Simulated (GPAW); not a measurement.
A run of GPAW 26.7.0 is set up as follows.

The input run.py:

```python
from ase.dft.bandgap import bandgap
from ase.io import write
from ase.spacegroup import crystal
from ase.units import GPa
from gpaw import GPAW, PW, setup_paths

setup_paths.insert(0, '.')

# Si 2b
# C 2b
atoms = crystal(['Si', 'C'],
                basis=[[0.6666666667, 0.3333333333, 0.5],
                       [0.6666666667, 0.3333333333, 0.885]],
                spacegroup=186, setting=1,  # P6_3mc
                cellpar=[3.076, 3.076, 5.048, 90.0, 90.0, 120.0],
                primitive_cell=True)

calc = GPAW(mode=PW(1100),
            xc='PBE',
            kpts={'size': (7, 7, 4), 'gamma': True},
            occupations={'name': 'fermi-dirac', 'width': 0.05},
            setups='sg15',
            nbands=-10,
            convergence={'density': 1e-05, 'energy': 1e-05},
            maxiter=150,
            txt='gpaw.txt')
atoms.calc = calc
energy = atoms.get_potential_energy()
forces = atoms.get_forces()
stress = atoms.get_stress()
calc.write('gs.gpw')
write('result.traj', atoms)
print(f'Energy: {energy:.6f} eV')
print('Forces (eV/A):')
print(forces.round(4))
print('Stress (GPa):', (stress / GPa).round(3))
print('Fermi level:', round(calc.get_fermi_level(), 4), 'eV')
print(f'Gap: {bandgap(calc)[0]:.4f} eV, direct: {bandgap(calc, direct=True)[0]:.4f} eV')

path = atoms.cell.bandpath('GMKGALHA,LM,KH', npoints=60, eps=1e-4)
bs_calc = calc.fixed_density(kpts=path, symmetry='off', nbands=-20,
                             convergence={'bands': 'CBM+6.0', 'eigenstates': 1e-6}, txt='bands.txt')
bs = bs_calc.band_structure()
bs.write('bs.json')
print(f'Gap on the path: {bandgap(bs_calc)[0]:.4f} eV')
```

Potentials or basis: SG15 ONCV 1.2, pw.

Launch:

```sh
$ OMP_NUM_THREADS=1 python run.py
```

Task: Estimate the largest force.

Result: 0.747 eV/Å.

Task: Predict the band gap along the path.

Result: 2.35 eV, indirect (least direct gap 4.08 eV).

Task: Estimate the pressure.

Result: 3.9 GPa.

Stress tensor (GPa, compression positive):
```
5.54 0.00 0.00
0.00 5.54 0.00
0.00 0.00 0.53
```
